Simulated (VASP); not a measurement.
The system is CdIn2O4.

```xyz
14
Lattice="0.0000 4.6029 4.6029 4.6029 0.0000 4.6029 4.6029 4.6029 0.0000" Properties=species:S:1:pos:R:3 pbc="T T T"
Cd    0.0000    0.0000    0.0000
Cd    2.3015    2.3015    2.3015
In    5.7537    5.7537    5.7537
In    5.7537    3.4522    3.4522
In    3.4522    3.4522    5.7537
In    3.4522    5.7537    3.4522
O     7.9362    7.9362    7.9362
O     3.5711    5.6348    5.6348
O     5.8725    5.8725    7.9362
O     5.6348    3.5711    5.6348
O     7.9362    5.8725    5.8725
O     3.5711    3.5711    3.5711
O     5.8725    7.9362    5.8725
O     5.6348    5.6348    3.5711
```

Program: VASP 6.6.1. Alike in all runs: potentials or basis VASP PAW PBE potentials, release 64 (Cd, In_d, O); no spin polarisation; cell as given; k mesh 6 × 6 × 6; cutoff (eV) 520; smearing gaussian 0.03 eV.

Order these runs on this cell by their band gap on the k mesh, lowest first.
A. level r2SCAN
B. level TB-mBJ
C. level PBE

C (1.05 eV), A (1.56 eV), B (3.07 eV).

Caveats: spin-orbit coupling is left out, which moves the levels of the heavy elements.

A k mesh can miss the band edges.
